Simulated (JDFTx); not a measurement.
# Al (P-1) in JDFTx: convergence with rho ratio

Aim: find how far rho ratio must go before the results for Al settle, at BLYP. This setting moves, with any that are tied to it; all else stays.

Everything below comes from runs of JDFTx 1.7.0 (patched build). Logs are shortened: lines on timing, memory, paths and dates and some standing lists are left out, and cuts for length are marked. The log counts tension as positive stress, the text compression.

## (1) The cell of the first run

The typed cell holds 1 atom: a = 2.813 Å, b = 2.831 Å, c = 2.887 Å, α = 60.91°, β = 59.94°, γ = 62.07°.

The cell isn't the ideal one: cell strained at random at fixed volume.

## (2) With rho ratio 4

The input, Al.in:

```
lattice \
   -0.0269682815     3.8398006530     3.8354051501 \
    3.8365333166    -0.0729679949     3.8781394167 \
    3.6794819578     3.7254816711    -0.0685724919
coords-type Cartesian
ion Al    -0.0560903256     0.0682490165     0.0724498115 1

ion-species pseudo/Al.upf
elec-cutoff 21
elec-ex-corr gga-x-b88 gga-c-lyp
kpoint-folding 11 11 11
elec-smearing Fermi 0.0018374661
elec-n-bands 6
electronic-SCF nIterations 100 energyDiffThreshold 1e-09
electronic-minimize nIterations 30 energyDiffThreshold 1e-7
forces-output-coords Cartesian

dump-name run.$VAR
dump End Ecomponents EigStats BandEigs Kpoints Forces Stress
```

Potentials or basis: Ansatz-NC-SR-PBE.

Launch:

```
$ jdftx -c 1 -i Al.in -o Al.out
```

What it wrote:

```text
[... set-up lines left out ...]
LCAOMinimize: Iter:   0  F: -2.0395963787096174  |grad|_K:  3.473e-05  alpha:  1.000e+00
	FillingsUpdate:  mu: +0.327934874  nElectrons: 3.000000
LCAOMinimize: Iter:   1  F: -2.0396109051584825  |grad|_K:  1.127e-06  alpha:  1.004e+00  linmin:  1.032e-02  cgtest: -9.493e-02
	FillingsUpdate:  mu: +0.327934236  nElectrons: 3.000000
LCAOMinimize: Iter:   2  F: -2.0396109203611363  |grad|_K:  1.090e-07  alpha:  1.013e+00  linmin:  2.006e-04  cgtest:  1.265e-01
LCAOMinimize: Encountered beta<0, resetting CG.
	FillingsUpdate:  mu: +0.327934080  nElectrons: 3.000000
LCAOMinimize: Iter:   3  F: -2.0396109205035398  |grad|_K:  3.293e-09  alpha:  9.973e-01  linmin: -5.137e-03  cgtest:  5.822e-02
LCAOMinimize: Encountered beta<0, resetting CG.
LCAOMinimize: Converged (|Delta F|<1.000000e-06 for 2 iters).

-------- Electronic minimization -----------
Will mix electronic density at each iteration.
	FillingsUpdate:  mu: +0.327934080  nElectrons: 3.000000
	FillingsUpdate:  mu: +0.308066591  nElectrons: 3.000000
SCF: Cycle:  0   F: -2.064188166501453   dF: -2.458e-02   |Residual|: 7.506e-03   |deigs|: 5.313e-01
	FillingsUpdate:  mu: +0.307951218  nElectrons: 3.000000
SCF: Cycle:  1   F: -2.064399008817322   dF: -2.108e-04   |Residual|: 5.078e-03   |deigs|: 9.763e-03
	FillingsUpdate:  mu: +0.308192975  nElectrons: 3.000000
SCF: Cycle:  2   F: -2.064413203527886   dF: -1.419e-05   |Residual|: 4.159e-04   |deigs|: 2.287e-03
	FillingsUpdate:  mu: +0.308183928  nElectrons: 3.000000
SCF: Cycle:  3   F: -2.064414257440167   dF: -1.054e-06   |Residual|: 2.285e-04   |deigs|: 5.870e-04
	FillingsUpdate:  mu: +0.308202270  nElectrons: 3.000000
SCF: Cycle:  4   F: -2.064414654735839   dF: -3.973e-07   |Residual|: 2.462e-05   |deigs|: 6.681e-04
	FillingsUpdate:  mu: +0.308201287  nElectrons: 3.000000
SCF: Cycle:  5   F: -2.064414734385553   dF: -7.965e-08   |Residual|: 1.132e-05   |deigs|: 2.869e-04
	FillingsUpdate:  mu: +0.308202055  nElectrons: 3.000000
SCF: Cycle:  6   F: -2.064414766026570   dF: -3.164e-08   |Residual|: 3.763e-06   |deigs|: 3.994e-04
	FillingsUpdate:  mu: +0.308202436  nElectrons: 3.000000
SCF: Cycle:  7   F: -2.064414773205560   dF: -7.179e-09   |Residual|: 8.766e-07   |deigs|: 2.161e-04
	FillingsUpdate:  mu: +0.308202436  nElectrons: 3.000000
SCF: Cycle:  8   F: -2.064414776202735   dF: -2.997e-09   |Residual|: 7.022e-07   |deigs|: 3.580e-04
	FillingsUpdate:  mu: +0.308202458  nElectrons: 3.000000
SCF: Cycle:  9   F: -2.064414776825497   dF: -6.228e-10   |Residual|: 4.636e-07   |deigs|: 1.482e-04
	FillingsUpdate:  mu: +0.308202484  nElectrons: 3.000000
SCF: Cycle: 10   F: -2.064414777075257   dF: -2.498e-10   |Residual|: 3.338e-07   |deigs|: 1.090e-04
SCF: Converged (|Delta E|<1.000000e-09 for 2 iters).

Setting wave functions to eigenvectors of Hamiltonian

# Stress tensor in Cartesian coordinates [Eh/a0^3]:
[ -0.000115031 -1.20674e-05 -5.89525e-06  ]
[ -1.20674e-05 -5.86674e-05  -3.3574e-05  ]
[ -5.89525e-06  -3.3574e-05  -0.00013956  ]

# Ionic positions in cartesian coordinates:
ion Al  -0.056090325600000   0.068249016500000   0.072449811500000 1

# Forces in Cartesian coordinates:
force Al   0.000000000000000   0.000000000000000   0.000000000000000 1

# Energy components:
   Eewald =       -2.6957119721334433
       EH =        0.0041564992674541
     Eloc =        0.1658667943487219
      Enl =        0.4446938680415754
      Exc =       -4.8936910300323770
 Exc_core =        4.0465403582110868
       KE =        0.8638106266965707
-------------------------------------
     Etot =       -2.0643348556004120
       TS =        0.0000799214748451
-------------------------------------
        F =       -2.0644147770752572

IonicMinimize: Iter:   0  F: -2.064414777075257  |grad|_K:  0.000e+00
IonicMinimize: Converged (|grad|_K<1.000000e-04).

#--- Lowdin population analysis ---
# oxidation-state Al +0.040

Dumping 'run.eigStats' ...
	eMin: -0.101119 at state 0 ( [ +0.000000 +0.000000 +0.000000 ] spin 0 )
	HOMO: +0.308026 at state 245 ( [ +0.181818 +0.454545 -0.272727 ] spin 0 )
	mu  : +0.308202
	LUMO: +0.308509 at state 396 ( [ +0.272727 -0.272727 +0.454545 ] spin 0 )
	eMax: +0.979859 at state 47 ( [ +0.000000 +0.363636 -0.272727 ] spin 0 )
	HOMO-LUMO gap: +0.000483
	Optical gap  : +0.014255 at state 57 ( [ +0.000000 +0.454545 -0.363636 ] spin 0 )
Done!
```

It took 60 s on 1 thread of Intel Xeon Platinum 8488C (Sapphire Rapids), shared host; peak memory 0.17 GiB.

What came out:

| Item | Value |
| --- | --- |
| Free energy | -56.1756 eV |
| Pressure | 3.1 GPa |
| Band gap on the k mesh | none (metal or under the smearing width) |

## (3) With rho ratio 5

Al.in, as its differences from that of step 2:

```diff
@@ -8,3 +8,3 @@
 ion-species pseudo/Al.upf
-elec-cutoff 21
+elec-cutoff 21 105
 elec-ex-corr gga-x-b88 gga-c-lyp
```

Potentials or basis: Ansatz-NC-SR-PBE.

Launch:

```
$ jdftx -c 1 -i Al.in -o Al.out
```

Wall time 69 s (1 thread of Intel Xeon Platinum 8488C (Sapphire Rapids), shared host); peak memory 0.16 GiB.

Results (log left out):

| Property | Result |
| --- | --- |
| Free energy | -56.1756 eV |
| Pressure | 3.1 GPa |
| Band gap on the k mesh | none (metal or under the smearing width) |

## (4) With rho ratio 6

Al.in, as its differences from that of step 3:

```diff
@@ -8,3 +8,3 @@
 ion-species pseudo/Al.upf
-elec-cutoff 21 105
+elec-cutoff 21 126
 elec-ex-corr gga-x-b88 gga-c-lyp
```

Launch:

```
$ jdftx -c 1 -i Al.in -o Al.out
```

Run time: 69 s. Hardware: 1 thread of Intel Xeon Platinum 8488C (Sapphire Rapids), shared host; peak memory 0.16 GiB.

The run converged. Its results:

* Free energy: -56.1756 eV
* Pressure: 3.1 GPa
* Band gap on the k mesh: none (metal or under the smearing width)

## (5) With rho ratio 8

Al.in, as its differences from that of step 4:

```diff
@@ -8,3 +8,3 @@
 ion-species pseudo/Al.upf
-elec-cutoff 21 126
+elec-cutoff 21 168
 elec-ex-corr gga-x-b88 gga-c-lyp
```

Launch:

```
$ jdftx -c 1 -i Al.in -o Al.out
```

Wall time 70 s (1 thread of Intel Xeon Platinum 8488C (Sapphire Rapids), shared host); peak memory 0.17 GiB.

Results (log left out):

| Property | Result |
| --- | --- |
| Free energy | -56.1756 eV |
| Pressure | 3.1 GPa |
| Band gap on the k mesh | none (metal or under the smearing width) |

## (6) With rho ratio 10

Al.in, as its differences from that of step 5:

```diff
@@ -8,3 +8,3 @@
 ion-species pseudo/Al.upf
-elec-cutoff 21 168
+elec-cutoff 21 210
 elec-ex-corr gga-x-b88 gga-c-lyp
```

Potentials or basis: Ansatz-NC-SR-PBE.

Launch:

```
$ jdftx -c 1 -i Al.in -o Al.out
```

Wall time 72 s (1 thread of Intel Xeon Platinum 8488C (Sapphire Rapids), shared host); peak memory 0.17 GiB.

Results (log left out):

- Free energy: -56.1756 eV
- Pressure: 3.1 GPa
- Band gap on the k mesh: none (metal or under the smearing width)

## (7) Summary

```
rho ratio  energy less the tightest run, at zero smearing (meV/atom)  SCF cycles  CPU time (s)  peak memory (GiB)
        4                                                       0.00          11            60               0.17
        5                                                       0.00          11            69               0.16
        6                                                       0.00          11            69               0.16
        8                                                       0.00          11            70               0.17
       10                                                       0.00          11            72               0.17
```

Against the tightest run, the energy stays within 1 meV/atom from 4 on. The tightest run that finished is the yardstick and may itself not be fully converged.

Caveats: the potentials were made for another functional, which shifts forces and pressure.
